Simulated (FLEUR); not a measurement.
# Tb under changes of volume

One of the cells (32.482 Å³/atom); the others are scaled copies at fixed shape and fractional positions:

```xyz
1
Lattice="-2.0100 2.0100 2.0100 2.0100 -2.0100 2.0100 2.0100 2.0100 -2.0100" Properties=species:S:1:pos:R:3 pbc="T T T"
Tb    0.0000    0.0000    0.0000
```

This isn't the form of Tb at room conditions, which is hcp.

| Quantity | Value |
| --- | --- |
| Program | FLEUR MaX-R8.1 (later development tree) |
| Functional | PBE |
| Potentials or basis | all-electron |
| Basis | FLAPW |
| Kmax | 4.1 1/bohr |
| k mesh | 9 × 9 × 9 |
| Occupations | fermi-dirac, width 0.05 eV |
| Spin | collinear spin, ferromagnetic start |
| Starting moments | [6.0] μB |

```csv
volume (Å³/atom),energy over the lowest point (meV/atom),moment (μB per cell)
30.533,9.71,5.93
31.183,4.00,5.92
31.833,0.83,5.91
32.482,0.00,5.90
33.132,?,?
33.782,4.67,5.89
34.431,29.04,6.19
```

What does the run at 33.132 Å³/atom give?

Energy over the lowest point 1.34 meV/atom; moment 5.90 μB per cell.

The energies don't lie on one smooth curve, so no fit is given. The run at 34.431 Å³/atom lies farthest off; its moment of 6.19 μB against 5.89 to 5.93 μB shows that it ended in another magnetic state.

Energies are extrapolated to zero smearing.

Caveats: the magnetic or orbital state may not be the lowest.
